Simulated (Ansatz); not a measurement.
Ga:

```
Ga
1.0
    -1.38440    1.38440    2.31122
     1.38440   -1.38440    2.31122
     1.38440    1.38440   -2.31122
Ga
1
Direct
  0.00000 0.00000 0.00000
```

This isn't the form of Ga at room conditions, which is orthorhombic.

Base run:

* Program: Ansatz 0.2.0
* Functional: r2SCAN
* Potentials or basis: Ansatz PAW
* Cutoff: 500 eV (not typed: the program's choice for these potentials)
* k mesh: 13 × 13 × 13
* Occupations: fermi-dirac, width 0.05 eV
* Spin: no spin polarisation

Its results: band gap on the k mesh none (metal or under the smearing width); pressure 0.2 GPa.

Question: The run is repeated on the same cell with these changes: k mesh from 13 × 13 × 13 to 8 × 8 × 8. What comes out?

Answer: Band gap on the k mesh none (metal or under the smearing width); pressure 0.6 GPa.

Caveats: some runs use coarse meshes; the PAW data sets come from PBE, with cores solved anew for the run's functional, which leaves a small shift of forces and pressure; the density of states is complete only up to the lowest level of the last band computed (some runs).
